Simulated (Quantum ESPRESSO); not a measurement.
# Si2W (I4/mmm) in Quantum ESPRESSO: single point with OLYP

Aim: the single point of Si2W with OLYP.

Program: Quantum ESPRESSO 7.5. These are calculated values, not measurements. Logs are shortened: lines on timing, memory, paths and dates and some standing lists are left out, and cuts for length are marked.

## 1. Starting point

The structure is tetragonal, space group I4/mmm (No. 139). The conventional cell has a = 3.214 Å, b = 3.214 Å, c = 7.830 Å, α = 90.00°, β = 90.00°, γ = 90.00°. Around W (site symmetry 4/mmm) lie 10 Si at 2.62 Å. Si (site symmetry 4mm) is surrounded by 5 Si at 2.59 to 2.63 Å and 5 W at 2.62 Å.

## 2. Single point, OLYP, collinear spin, ferromagnetic start

The input, run.py:

```python
import numpy as np
from ase.calculators.espresso import Espresso, EspressoProfile
from ase import Atoms

atoms = Atoms(['W', 'Si', 'Si'],
              cell=[[-1.6069, 1.6069, 3.91495], [1.6069, -1.6069, 3.91495], [1.6069, 1.6069, -3.91495]],
              scaled_positions=[[0.0, 0.0, 0.0], [0.6653, 0.6653, 0.0], [0.3347, 0.3347, 0.0]],
              pbc=True)
atoms.set_initial_magnetic_moments([0.5, 0.0, 0.0])

input_data = {
    'control': {'calculation': 'scf', 'prefix': 'pwscf', 'outdir': './tmp', 'tprnfor': True, 'tstress': True, 'disk_io': 'nowf'},
    'system': {'ecutwfc': 67.0, 'nbnd': 21, 'input_dft': 'XC-000I-000I-110L-131L-000I-000I', 'occupations': 'smearing', 'smearing': 'mv', 'degauss': 0.00183747, 'nspin': 2, 'tot_magnetization': 2.0},
    'electrons': {'conv_thr': 6e-10, 'electron_maxstep': 120, 'mixing_beta': 0.3, 'diago_david_ndim': 3},
}
pseudopotentials = {'Si': '14_Si_4_1.9_1.9_pbe_n_v1.0.upf', 'W': '74_W_14_2.3_2.5_pbe_n_v1.0.upf'}
profile = EspressoProfile(command='pw.x', pseudo_dir='pseudo')
dft = Espresso(profile=profile, input_data=input_data, pseudopotentials=pseudopotentials, kpts=(8, 8, 8), koffset=(0, 0, 0))
atoms.calc = dft

print(f'energy {atoms.get_potential_energy():.8f} eV')
print('forces (eV/A)')
print(np.round(atoms.get_forces(), 6))
print('stress (eV/A^3, Voigt)')
print(np.round(atoms.get_stress(), 8))
```

Potentials or basis: SPMS 1.0 PBE.

The run is started by

```sh
$ OMP_NUM_THREADS=1 python run.py
```

Log:

```text
energy -2297.03516277 eV
forces (eV/A)
[[ 0.       0.       0.     ]
 [-0.       0.       0.52809]
 [ 0.       0.      -0.52809]]
stress (eV/A^3, Voigt)
[-0.04866694 -0.04866694 -0.10723622  0.          0.          0.        ]
```

espresso.pwi:

```text
&CONTROL
   calculation      = 'scf'
   tstress          = .true.
   tprnfor          = .true.
   outdir           = './tmp'
   prefix           = 'pwscf'
   disk_io          = 'nowf'
   pseudo_dir       = 'pseudo'
/
&SYSTEM
   nbnd             = 21
   tot_magnetization = 2.0
   ecutwfc          = 67.0
   occupations      = 'smearing'
   degauss          = 0.00183747
   smearing         = 'mv'
   nspin            = 2
   input_dft        = 'XC-000I-000I-110L-131L-000I-000I'
   starting_magnetization(1) = 0.5
   starting_magnetization(2) = 0.0
   ntyp             = 2
   nat              = 3
   ibrav            = 0
/
&ELECTRONS
   electron_maxstep = 120
   conv_thr         = 6e-10
   mixing_beta      = 0.3
   diago_david_ndim = 3
/
&IONS
/
&CELL
/
&FCP
/
&RISM
/
ATOMIC_SPECIES
W  183.84 74_W_14_2.3_2.5_pbe_n_v1.0.upf
Si  28.085 14_Si_4_1.9_1.9_pbe_n_v1.0.upf

K_POINTS automatic
8 8 8  0 0 0

CELL_PARAMETERS angstrom
-1.60690000000000 1.60690000000000 3.91495000000000
1.60690000000000 -1.60690000000000 3.91495000000000
1.60690000000000 1.60690000000000 -3.91495000000000

ATOMIC_POSITIONS angstrom
W  0.0000000000 0.0000000000 0.0000000000  
Si  -0.0000000000 0.0000000000 5.2092324700  
Si  0.0000000000 -0.0000000000 2.6206675300
```

espresso.pwo:

```text
This program is part of the open-source Quantum ESPRESSO suite
     for quantum simulation of materials; please cite
         "P. Giannozzi et al., J. Phys.:Condens. Matter 21 395502 (2009);
         "P. Giannozzi et al., J. Phys.:Condens. Matter 29 465901 (2017);
         "P. Giannozzi et al., J. Chem. Phys. 152 154105 (2020);
     in publications or presentations arising from this work. More details at

Warning: card &CELL ignored
Warning: card &FCP ignored
Warning: card &RISM ignored

     IMPORTANT: XC functional enforced from input :
     Exchange-correlation= XC-000I-000I-110L-131L-000I-000I
                           (   0   0 110 131   0   0   0)
     Any further DFT definition will be discarded
     Please, verify this is what you really want

     Message from routine setup:
     using ibrav=0 with symmetry is DISCOURAGED, use correct ibrav instead

     G-vector sticks info
     --------------------
     sticks:   dense  smooth     PW     G-vecs:    dense   smooth      PW
     Sum        1365    1365    475                20247    20247    4223

     Using Slab Decomposition

     bravais-lattice index     =            0
     lattice parameter (alat)  =       8.5542  a.u.
     unit-cell volume          =     272.8730 (a.u.)^3
     number of atoms/cell      =            3
     number of atomic types    =            2
     number of electrons       =        22.00 (up:  12.00, down:  10.00)
     number of Kohn-Sham states=           21
     kinetic-energy cutoff     =      67.0000  Ry
     charge density cutoff     =     268.0000  Ry
     scf convergence threshold =      6.0E-10
     mixing beta               =       0.3000
     number of iterations used =            8  plain     mixing
     Exchange-correlation= XC-000I-000I-110L-131L-000I-000I
                           (   0   0 110 131   0   0   0)

     celldm(1)=   8.554239  celldm(2)=   0.000000  celldm(3)=   0.000000
     celldm(4)=   0.000000  celldm(5)=   0.000000  celldm(6)=   0.000000
[... 54 lines left out ...]

     number of k points=    59  Marzari-Vanderbilt smearing, width (Ry)=  0.0018
                       cart. coord. in units 2pi/alat
        k(    1) = (   0.0000000   0.0000000   0.0000000), wk =   0.0019531
        k(    2) = (   0.1760653   0.1760653   0.0000000), wk =   0.0078125
        k(    3) = (   0.3521305   0.3521305   0.0000000), wk =   0.0078125
        k(    4) = (   0.5281958   0.5281958   0.0000000), wk =   0.0078125
        k(    5) = (  -0.7042611  -0.7042611   0.0000000), wk =   0.0039062
        k(    6) = (   0.1760653  -0.0000000   0.0722664), wk =   0.0156250
[... 51 lines left out ...]
        k(   58) = (  -1.2324569  -0.1760653   0.0000000), wk =   0.0078125
        k(   59) = (  -1.4085221  -1.4085221  -0.5781311), wk =   0.0019531

     Dense  grid:    20247 G-vectors     FFT dimensions: (  45,  45,  45)

     WARNING: libxc functional with ID  110 depends
      on external parameters: check the user_guide of
      QE if you need to modify them or to check their
      default values.

     WARNING: libxc functional with ID  131 depends
      on external parameters: check the user_guide of
      QE if you need to modify them or to check their
      default values.
     Generating pointlists ...
     new r_m :   0.2383 (alat units)  2.0386 (a.u.) for type    1
     new r_m :   0.2359 (alat units)  2.0178 (a.u.) for type    2

     Initial potential from superposition of free atoms

     starting charge      21.9983, renormalised to      22.0000
     Starting wfcs are   18 randomized atomic wfcs +    3 random wfcs

     Self-consistent Calculation

     iteration #  1     ecut=    67.00 Ry     beta= 0.30
     Davidson diagonalization with overlap
     ethr =  1.00E-02,  avg # of iterations =  4.8

     total energy              =    -168.67632858 Ry
     estimated scf accuracy    <       0.31048020 Ry
[... 114 lines left out ...]
     iteration # 13     ecut=    67.00 Ry     beta= 0.30
     Davidson diagonalization with overlap
     ethr =  6.02E-12,  avg # of iterations =  1.3

     Magnetic moment per site  (integrated on atomic sphere of radius R)
     atom   1 (R=0.238)  charge= 11.2158  magn=  0.9560
     atom   2 (R=0.236)  charge=  2.4611  magn=  0.2316
     atom   3 (R=0.236)  charge=  2.4611  magn=  0.2316

     End of self-consistent calculation

     Number of k-points >= 100: set verbosity='high' to print the bands.

     the spin up/dw Fermi energies are    18.2530   14.8013 ev

!    total energy              =    -168.82898526 Ry
     estimated scf accuracy    <          1.8E-11 Ry
     smearing contrib. (-TS)   =       0.00000897 Ry
     internal energy E=F+TS    =    -168.82899423 Ry

     The total energy is F=E-TS. E is the sum of the following terms:
     one-electron contribution =     -33.26181758 Ry
     hartree contribution      =      28.77474936 Ry
     xc contribution           =     -39.06476375 Ry
     ewald contribution        =    -125.27716226 Ry

     total magnetization       =     2.00 Bohr mag/cell
     absolute magnetization    =     2.00 Bohr mag/cell

     convergence has been achieved in  13 iterations

     Forces acting on atoms (cartesian axes, Ry/au):

     atom    1 type  1   force =     0.00000000    0.00000000    0.00000000
     atom    2 type  2   force =    -0.00000000    0.00000000    0.02053942
     atom    3 type  2   force =     0.00000000    0.00000000   -0.02053942

     Total force =     0.029047     Total SCF correction =     0.000003

     Computing stress (Cartesian axis) and pressure

          total   stress  (Ry/bohr**3)                   (kbar)     P=      109.25
   0.00053005  -0.00000000  -0.00000000           77.97       -0.00       -0.00
  -0.00000000   0.00053005  -0.00000000           -0.00       77.97       -0.00
  -0.00000000  -0.00000000   0.00116795           -0.00       -0.00      171.81

=------------------------------------------------------------------------------=
   JOB DONE.
=------------------------------------------------------------------------------=
```

Run time: 4.9 min. Hardware: 1 thread of Intel Xeon Platinum 8259CL at 2.50GHz (Skylake/Cascade Lake), shared host; peak memory 0.18 GiB.

Results:

```yaml
Free_energy: -2297.0354 eV
Pressure: 10.9 GPa
Largest_force: 0.528 eV/Å
Net_moment: 2.00 μB per cell
Absolute_moment: 2.00 μB per cell
Site_moments: W +0.96; Si +0.23 μB
Valence_electrons_inside_the_program's_atomic_spheres: W 11.22; Si 2.46
```

Forces in eV/Å, atoms in the order of the input:
```
W    0.000  0.000  0.000
Si   0.000  0.000  0.528
Si   0.000  0.000 -0.528
```

Stress tensor (GPa, compression positive):
```
 7.80  0.00  0.00
 0.00  7.80  0.00
 0.00  0.00 17.18
```

Caveat: the potentials were made for another functional, which shifts forces and pressure; the moment is held away from its start; the total moment is fixed, so each spin has its own Fermi level. Spin-orbit coupling is left out, which matters for the levels of W.
